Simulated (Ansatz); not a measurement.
**Quasiparticle gap of SiB2P2C (zincblende [110] superlattice)**

Aim: the quasiparticle gap of SiB2P2C (zincblende [110] superlattice), starting from PBEsol.

Main program and level: Ansatz 0.2.0; PBEsol, then G0W0 on it, plane waves, PAW.

## Step 1: Starting point

The cell holds 12 atoms: 4 B, 4 P, 2 Si and 2 C. Cell: a = 3.145 Å, b = 4.448 Å, c = 9.567 Å, α = 90.0°, β = 90.0°, γ = 90.0°. It derives from BP. Regions: BP, 8 atoms (4 B and 4 P); SiC, 4 atoms (2 Si and 2 C). The structure's axis is c.

The start is a generated structure, not a measured one.

The logs state that the PAW files were generated under PBE.

## Step 2: Relaxing the structure

The structure is relaxed first.

This step: DFT, PBEsol, plane waves, PAW; PAW set soft_1.

input.yaml

```yaml
crystal:
  lattice:
    - [3.1452109627, 0.0, 0.0]
    - [0.0, 4.448, 0.0]
    - [0.0, 0.0, 9.5667751247]
  atoms:
    - { symbol: B, position: [0.0, 0.0, 0.0788985676] }
    - { symbol: P, position: [0.5, 0.25, 0.0788985676] }
    - { symbol: B, position: [0.5, 0.5, 0.25] }
    - { symbol: P, position: [0.0, 0.75, 0.25] }
    - { symbol: B, position: [0.0, 0.0, 0.4211014324] }
    - { symbol: P, position: [0.5, 0.25, 0.4211014324] }
    - { symbol: B, position: [0.5, 0.5, 0.5922028649] }
    - { symbol: P, position: [0.0, 0.75, 0.5922028649] }
    - { symbol: Si, position: [0.0, 0.0, 0.7633042973] }
    - { symbol: C, position: [0.5, 0.25, 0.7633042973] }
    - { symbol: Si, position: [0.5, 0.5, 0.9211014324] }
    - { symbol: C, position: [0.0, 0.75, 0.9211014324] }
kpoints:
  mp_grid: { grid: [6, 6, 2] }
hamiltonian:
  xc: pbesol
  pseudopotentials: { kind: paw, azcp: { folder: soft_1 }, xc_functional: pbe }
scf:
  occupations: { method: fermi_dirac, width: 0.02 }
relax:
  f_tol: 0.015
  max_steps: 100
  cell: {}
output:
  write_density: true
  write_potential: true
  elf: true
  volumetric_format: npy
```

Launch:

```bash
$ ansatz run input.yaml --threads 4 --pin off --max-ram 17510MiB --backend cpu --events-out ev --progress --plain --runs-dir out
```

Numbers of over 12 decimals in the logs are rounded to 6 here.

What it wrote:

```text
Engine: ansatz 0.2.0, aarch64-unknown-linux-gnu
Pseudopotentials: kind: paw
Pseudopotential: B, paw, valence charge 3, recommended cutoff 420 eV (normal), soft_1/B.paw.azcp
Pseudopotential: P, paw, valence charge 5, recommended cutoff 420 eV (normal), soft_1/P.paw.azcp
Pseudopotential: Si, paw, valence charge 4, recommended cutoff 420 eV (normal), soft_1/Si.paw.azcp
Pseudopotential: C, paw, valence charge 4, recommended cutoff 420 eV (normal), soft_1/C.paw.azcp
Functional definition: PBEsol
  exchange = pbesol_x
  correlation = pbesol_c
Crystal: 12 atoms, lattice volume = 133.838 Å³
Basis set: ecut = 420 eV, 2635 PW (Γ), exchange–correlation on 48×60×128 points (8 copies of the dense FFT grid, shifted against one another)
Bands: 36, of which v1, the nominal top of the filled ones, is band 24 counted from 1 (23 counted from 0)
Symmetry: 2 space group operations
Space group: Pm (ITA 6), of the structure as read, at distance tolerance 5.1e-5 Å
k-points: 32 of 72 (time reversal used)
Non-local potential: B, projectors of the file, l = 0: 2, l = 1: 2, l = 2: 1
Non-local potential: P, projectors of the file, l = 0: 2, l = 1: 2, l = 2: 1
Non-local potential: Si, projectors of the file, l = 0: 2, l = 1: 2, l = 2: 1
Non-local potential: C, projectors of the file, l = 0: 2, l = 1: 2, l = 2: 1
PAW form: soft (Blöchl's): semilocal exchange-correlation on the pseudo side does not see the compensation charge
PAW frozen core: B, regenerated for the run's functional, and the local potential with it (the file was generated under x = pbe(κ = 0.804, μ = 0.219515), c = pbe(β = 0.066725))
PAW frozen core: P, regenerated for the run's functional, and the local potential with it (the file was generated under x = pbe(κ = 0.804, μ = 0.219515), c = pbe(β = 0.066725))
PAW frozen core: Si, regenerated for the run's functional, and the local potential with it (the file was generated under x = pbe(κ = 0.804, μ = 0.219515), c = pbe(β = 0.066725))
PAW frozen core: C, regenerated for the run's functional, and the local potential with it (the file was generated under x = pbe(κ = 0.804, μ = 0.219515), c = pbe(β = 0.066725))
PAW one-centre angular grid: B, 110 points (default); XC on 64 Gauss nodes
PAW one-centre angular grid: P, 110 points (default); XC on 64 Gauss nodes
PAW one-centre angular grid: Si, 110 points (default); XC on 64 Gauss nodes
PAW one-centre angular grid: C, 110 points (default); XC on 64 Gauss nodes
Initial density: superposition of atomic densities (chi_scale 0.1, normalization cell, long waves kept (reshape's long-wave potential 0.30 eV rms))
Initial wavefunctions: pseudopotential atomic-orbital guess
Functional: x = pbesol(κ = 0.804, μ = 0.123457), c = pbesol(β = 0.046)
SCF iter   1: F=—  HF=-5312.273423 eV  |F-HF|=—  |Δ(HF+E_count)|=         —  Δρ=9.54e-2  dr2=1.30e1  ethr=3.10e-3  ⟨swp⟩=8.2  Hψ=6678  notcnv=0  defer=12
preconditioner: auto → Resta (q_TF=auto, 2.300 Å⁻¹)  ε∞=5.0  [insulator: Δε(μ)=1.878 eV  Ē_g=11.131 eV  σ=0.020 eV  W_gap=1.00  n_scr=22 (ndim 8)  ℏωp=22.2 eV  f_vac=0.000  D(μ)=0.00/eV (n_scr^D=0)  ε∞_Penn≈5.0]
SCF iter   2: F=—  HF=-5308.741436 eV  |F-HF|=—  |Δ(HF+E_count)|=    3.53e0  Δρ=4.36e-2  dr2=2.34e0  ethr=3.10e-3  ⟨swp⟩=3.0  Hψ=2574  notcnv=0  defer=180
SCF iter   3: F=—  HF=-5307.981231 eV  |F-HF|=—  |Δ(HF+E_count)|=   7.60e-1  Δρ=1.13e-2  dr2=1.98e-1  ethr=3.10e-3  ⟨swp⟩=2.9  Hψ=1861  notcnv=0  defer=180
SCF iter   4: F=—  HF=-5307.939460 eV  |F-HF|=—  |Δ(HF+E_count)|=   4.18e-2  Δρ=2.75e-3  dr2=1.11e-2  ethr=4.12e-4  ⟨swp⟩=3.4  Hψ=2163  notcnv=0  defer=177
SCF iter   5: F=—  HF=-5307.940704 eV  |F-HF|=—  |Δ(HF+E_count)|=   1.24e-3  Δρ=9.53e-4  dr2=9.28e-4  ethr=2.32e-5  ⟨swp⟩=3.2  Hψ=1857  notcnv=0  defer=177
SCF iter   6: F=—  HF=-5307.941253 eV  |F-HF|=—  |Δ(HF+E_count)|=   5.49e-4  Δρ=1.73e-4  dr2=4.93e-5  ethr=1.93e-6  ⟨swp⟩=2.5  Hψ=1687  notcnv=0  defer=177
SCF iter   7: F=—  HF=-5307.941200 eV  |F-HF|=—  |Δ(HF+E_count)|=   5.32e-5  Δρ=5.39e-5  dr2=4.15e-6  ethr=1.03e-7  ⟨swp⟩=2.0  Hψ=1659  notcnv=0  defer=177
SCF iter   8: F=—  HF=-5307.941200 eV  |F-HF|=—  |Δ(HF+E_count)|=   2.61e-8  Δρ=1.26e-5  dr2=2.37e-7  ethr=8.64e-9  ⟨swp⟩=2.0  Hψ=1630  notcnv=0  defer=177
SCF iter   9: F=-5307.941200 eV  HF=-5307.941200 eV  |F-HF|=5.48e-9  |Δ(HF+E_count)|=   3.67e-8  Δρ=2.52e-6  dr2=8.20e-9  ethr=2.08e-10  ⟨swp⟩=10.1  Hψ=7103  notcnv=0
SCF 1 converged in 9 iterations: F = -5307.941200 eV  dr2 = 8.20e-9
  greatest PAW one-centre occupation: 0.781 electrons in one spin orbital (limit 2), on the P atom at site 1 (counted from 0), in its partial waves of l = 0
relax step   1: F+E_penalty+E_count = -5307.94119976 eV  Δ(F+E_penalty+E_count) = +0.000e0 eV  max|allowed force component| = 8.035e0 eV/Å  Δτ_max = 0.0000 Å  P = +8.359 GPa  Ω = 133.838 Å³  (9 SCF iters, dr2 threshold 1.00e-7 eV, accepted)
[...]
relax step   2: F+E_penalty+E_count = -5310.60766760 eV  Δ(F+E_penalty+E_count) = -2.666e0 eV  max|allowed force component| = 1.411e0 eV/Å  Δτ_max = 0.1955 Å  P = +0.227 GPa  Ω = 135.225 Å³  energy of the carried Pulay correction = -8.112e-4 eV  (6 SCF iters, dr2 threshold 1.20e-6 eV, accepted)
[...]
relax step   3: F+E_penalty+E_count = -5310.83735918 eV  Δ(F+E_penalty+E_count) = -2.297e-1 eV  max|allowed force component| = 2.871e-1 eV/Å  Δτ_max = 0.0678 Å  P = -0.971 GPa  Ω = 135.826 Å³  energy of the carried Pulay correction = -1.161e-3 eV  (6 SCF iters, dr2 threshold 1.20e-6 eV, accepted)
[...]
relax step   4: F+E_penalty+E_count = -5310.86397174 eV  Δ(F+E_penalty+E_count) = -2.661e-2 eV  max|allowed force component| = 8.189e-2 eV/Å  Δτ_max = 0.0235 Å  P = -0.004 GPa  Ω = 135.132 Å³  energy of the carried Pulay correction = -7.572e-4 eV  (5 SCF iters, dr2 threshold 1.20e-6 eV, accepted)
[...]
relax step   5: F+E_penalty+E_count = -5310.86504995 eV  Δ(F+E_penalty+E_count) = -1.078e-3 eV  max|allowed force component| = 1.052e-2 eV/Å  Δτ_max = 0.0035 Å  P = -0.038 GPa  Ω = 135.138 Å³  energy of the carried Pulay correction = -7.609e-4 eV  (4 SCF iters, dr2 threshold 4.19e-7 eV, accepted)
[...]
relax step   6: F+E_penalty+E_count = -5310.86510403 eV  Δ(F+E_penalty+E_count) = -5.409e-5 eV  max|allowed force component| = 1.564e-3 eV/Å  Δτ_max = 0.0009 Å  P = -0.003 GPa  Ω = 135.109 Å³  energy of the carried Pulay correction = -7.439e-4 eV  (4 SCF iters, dr2 threshold 9.46e-9 eV, accepted)
[...]
relax step   7: F+E_penalty+E_count = -5310.86590393 eV  Δ(F+E_penalty+E_count) = -7.999e-4 eV  max|allowed force component| = 1.521e-3 eV/Å  Δτ_max = 0.0000 Å  P = +0.012 GPa  Ω = 135.109 Å³  stress off target by 1.82e-2 GPa  SCF on the basis re-selected at this cell (its energy is not comparable with the rows above)  (5 SCF iters)
basis re-selected at this cell: Δ(F+E_penalty+E_count) = -7.999e-4 eV, ΔP = +0.015 GPa vs the last step (what re-selecting the basis moved, of the pressure what is left beyond the Pulay correction that the steps carried, after the strain that the cell walked since its last selection, with what the two solves' SCF thresholds leave and, on support functions, any second-order correction that the steps lacked; it is no m [...]
SCF converged after 5 iterations
Free energy (F): -5310.865904 eV
Harris-Foulkes:  -5310.865904 eV  (|F-HF|=1.09e-11)
Internal energy: -5310.865904 eV  (E = F + TS)
E sigma→0 (E₀):  -5310.865904 eV
Fermi energy:    10.064394 eV
--- Per-component energies (eV) ---
  E_band       = 142.161445
  E_kinetic    = 745.576891
  E_local      = -446.792504  (includes V_loc(G=0)·N_el)
  E_nonlocal   = 251.713586
  E_hartree    = 135.844752
  E_xc         = -632.802922
  E_vxc        = -620.586924  (∫ρ·V_xc dr)
  E_paw        = -3660.327351  (= ΣΔE_a)
  E_vpaw       = -59.439183  (= ΣTr[D̂ρ^β])
  E_aug_tail   = 0.000130  (compensation charges beyond the density's cutoff)
  E_ewald      = -1704.427036
  E_core_change = 0.348551  (= ΣΔE_core)
  E_smearing   = -0.000000  (= −TS)
  E_closure    = 0.000000  (closes the sum)
  Σ components = -5310.865904   (vs F -5310.865904, Δ=0.00e0)
--- Forces (eV/Å), atoms counted from 1 ---
  atom   1  B      0.00000000    -0.00007969     0.00004236
  atom   2  P      0.00000000     0.00038068    -0.00004734
  atom   3  B      0.00000000    -0.00009320    -0.00001821
  atom   4  P      0.00000000    -0.00060679    -0.00088679
  atom   5  B      0.00000000    -0.00011233     0.00003163
  atom   6  P      0.00000000    -0.00059878     0.00091349
  atom   7  B      0.00000000    -0.00003099    -0.00004249
  atom   8  P      0.00000000     0.00034516     0.00002782
  atom   9  Si     0.00000000     0.00152126    -0.00032385
  atom  10  C      0.00000000    -0.00113006     0.00008837
  atom  11  Si     0.00000000     0.00152126     0.00034035
  atom  12  C      0.00000000    -0.00111916    -0.00012571
  max |Σ_I F_I| component: 2.64e-6 eV/Å
--- Stress (GPa, compression-positive) ---
        0.015430       0.000000      -0.000000
        0.000000       0.018176       0.000214
       -0.000000       0.000214       0.003772
  P = ⅓ Tr σ = 0.0125 GPa (0.125 kbar)
--- Band table (eV; the first three rows and the last of 32) ---
  k-point 0: bands = [... 20 lower, 9.0086, 9.3303, 9.5577, 9.6711, 10.5362, 11.2242, 12.2578, 12.4188, ... 8 higher]
  k-point 1: bands = [... 20 lower, 8.3806, 8.8838, 9.2042, 9.6464, 11.0382, 11.4060, 12.9834, 13.0689, ... 8 higher]
  k-point 2: bands = [... 20 lower, 8.8615, 8.9481, 8.9730, 9.1835, 10.6569, 11.5401, 12.4116, 12.6398, ... 8 higher]
  k-point 31: bands = [... 20 lower, 7.1860, 7.1860, 7.3765, 7.3765, 13.2293, 13.2293, 13.7275, 13.7276, ... 8 higher]
--- Relaxed structure (6 steps of the walk, 6 accepted, 1 SCFs on fresh bases) ---
  F+E_penalty+E_count = -5310.86590393 eV   max|allowed force component| = 1.521e-3 eV/Å   (the final SCF, on the basis selected at the relaxed cell)
  cell:  # Å, volume = 135.1088 Å³
    - [3.162641, 3.041660682576748e-18, 2.7988789514421735e-19]
    - [4.3015577894613344e-18, 4.486747, -2.1680677459849107e-6]
    - [8.513338484206825e-19, -4.663088260106304e-6, 9.521432]
  atoms:
    - { symbol: B, position: [-6.0373835999562744e-18, -0.027599, 0.073852] }
    - { symbol: P, position: [0.5, 0.229031, 0.091715] }
    - { symbol: B, position: [0.5, 0.480802, 0.258087] }
    - { symbol: P, position: [-3.049555194207382e-18, 0.732299, 0.249199] }
    - { symbol: B, position: [-4.247497629772704e-18, -0.019198, 0.417449] }
    - { symbol: P, position: [0.5, 0.232299, 0.426337] }
    - { symbol: B, position: [0.5, 0.472400, 0.601684] }
    - { symbol: P, position: [-6.1227439244928055e-18, 0.729031, 0.583821] }
    - { symbol: Si, position: [9.090330151718006e-18, 0.049303, 0.767300] }
    - { symbol: C, position: [0.5, 0.286163, 0.752063] }
    - { symbol: Si, position: [0.5, 0.549304, 0.908237] }
    - { symbol: C, position: [6.478989022641249e-18, 0.786163, 0.923474] }
```

Run time: 26 s. Hardware: 4 threads of Arm Neoverse V1, shared host; peak memory 0.48 GiB; 99 s of CPU time.

The steps of the relaxation:

```
step  energy less that of the first step (eV)  largest force component (eV/Å)  pressure (GPa)  volume (Å³)
   1                                   0.0000                          8.0355            8.36       133.84
   2                                  -2.6665                          1.4108            0.23       135.22
   3                                  -2.8962                          0.2871           -0.97       135.83
   4                                  -2.9228                          0.0819            0.00       135.13
   5                                  -2.9239                          0.0105           -0.04       135.14
   6                                  -2.9239                          0.0016            0.00       135.11
  7*                                  -2.9247                          0.0015            0.01       135.11
```

Relaxation steps marked * repeat the geometry before them on a plane-wave basis chosen anew for their cell, so energy and pressure can jump there.

Forces are held to the 2 operations that the run works with; a distortion that breaks them can't arise in this run.

| cell as run | before | after | change |
| --- | --- | --- | --- |
| a (Å) | 3.145 | 3.163 | +0.6 % |
| b (Å) | 4.448 | 4.487 | +0.9 % |
| c (Å) | 9.567 | 9.521 | -0.5 % |
| volume (Å³/atom) | 11.15 | 11.26 | +0.9 % |

The atoms that moved most (Å, as changes of fractional coordinates times the final cell):

| atom | dx | dy | dz | length |
| --- | --- | --- | --- | --- |
| Si11 | 0.000 | 0.221 | -0.122 | 0.253 |
| Si9 | 0.000 | 0.221 | 0.038 | 0.224 |
| C10 | 0.000 | 0.162 | -0.107 | 0.194 |
| C12 | 0.000 | 0.162 | 0.023 | 0.164 |
| P2 | 0.000 | -0.094 | 0.122 | 0.154 |
| B7 | 0.000 | -0.124 | 0.090 | 0.153 |
| B1 | 0.000 | -0.124 | -0.048 | 0.133 |
| P8 | 0.000 | -0.094 | -0.080 | 0.123 |

(Continued in part 2 of 3.)

[Paths, hosts, dates, memory and timing lines, banners, echoed tables and standing remarks are left out of the program output.]

[Logs are printed without paths, hosts, clocks, repeated set-up lines and the standing remarks that a program may print on its own settings, such as how far it seeks lower states.]

[Runs of the session that timed out or met a known fault of the program may be left out.]

[Cells called generated may have been cut or substituted from an entry of the Crystallography Open Database or the Materials Project.]

[Hosts, paths, dates, database ids (printed as entryN), source tags and the programs' standing remarks are cut or masked in the printed files.]

[Where an RPA ε∞ is given, it is that of the G0W0 mesh and is not shown converged in it. Names of k-points follow the symmetry that the program found, which can be lower than the space group named. Band edges on a path are those of the sampled points; other points can move an edge, and change direct to indirect where valleys lie close.]

[Hybrid gaps are those of their k-mesh and are not shown converged in it.]
